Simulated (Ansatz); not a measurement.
Input and command of a plane-wave DFT calculation in Ansatz:

```yaml
crystal:
  lattice:
    - [3.238152357, 0.0, 0.0]
    - [0.0, 14.4815699864, 0.0]
    - [-1.6190761785, 5.5660611337, 2.3523922538]
  atoms:
    - { symbol: Ga, position: [0.0273203108, 0.3141766525, 0.0546406216] }
    - { symbol: Ga, position: [0.9726796892, 0.6858233475, 0.9453593784] }
    - { symbol: Ga, position: [0.1153459625, 0.7947277349, 0.2306919251] }
    - { symbol: Ga, position: [0.8846540375, 0.2052722651, 0.7693080749] }
    - { symbol: O, position: [0.2472867512, 0.2566885452, 0.4945735023] }
    - { symbol: O, position: [0.7527132488, 0.7433114548, 0.5054264977] }
    - { symbol: O, position: [0.2619704709, 0.564334245, 0.5239409418] }
    - { symbol: O, position: [0.7380295291, 0.435665755, 0.4760590582] }
    - { symbol: O, position: [0.2727110517, 0.8907980792, 0.5454221035] }
    - { symbol: O, position: [0.7272889483, 0.1092019208, 0.4545778965] }
basis:
  ecutwfc: 420
kpoints:
  mp_grid: { grid: [8, 2, 11] }
hamiltonian:
  xc: pbe
scf:
  occupations: { method: gaussian, width: 0.02 }
output:
  forces: true
  stress: true
  eigenvalues: true
relax:
  adjacent_minimum: "off"
  f_tol: 0.01
  max_steps: 50
  cell: { fix: [a, b, gamma], stress_tol: 0.1 }
```

```bash
ansatz run input.yaml --threads 8 --pin off --max-ram 28672MiB --backend cpu --events-out ev --progress --plain --runs-dir out
```

Processor: AMD EPYC 9R45 96-Core Processor (Zen 5), 8 threads, on a host shared with other jobs.

**Question.** How long does it run, and how much memory does it take?

**Answer.** About 18 s on 8 threads of AMD EPYC 9R45 96-Core Processor (Zen 5), with other jobs on the host, peak memory 0.9 GiB. It solves 54 bands at 90 k points (the mesh reduced by symmetry) with about 2201 plane waves (on the last cell), in 53 SCF iterations over 9 ionic steps.
